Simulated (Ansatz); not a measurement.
## Sb in Ansatz: the effect of functional

Sb:

```
Sb
1.0
    -1.89597    1.89597    1.89597
     1.89597   -1.89597    1.89597
     1.89597    1.89597   -1.89597
Sb
1
Cartesian
  0.0000 0.0000 0.0000
```

This isn't the form of Sb at room conditions, which is rhombohedral.

The cell isn't the ideal one: volume scaled by 1.04.

Alike in all runs:

```yaml
Program: Ansatz 0.2.0
Task: single point
Potentials_or_basis: Ansatz PAW
k_mesh: 10 × 10 × 10
Occupations: fermi-dirac, width 0.05 eV
Spin: no spin polarisation
```

```tsv
functional	cutoff	pressure (GPa)
LDA	420 eV (not typed: the program's choice for these potentials)	?
PBEsol	420 eV (not typed: the program's choice for these potentials)	-2.4
r2SCAN	500 eV (not typed: the program's choice for these potentials)	-0.1
```

Q: What does the run with functional LDA give?

A: Pressure -3.6 GPa.

Caveats: the PAW data sets come from PBE, with cores solved anew for the run's functional, which leaves a small shift of forces and pressure.
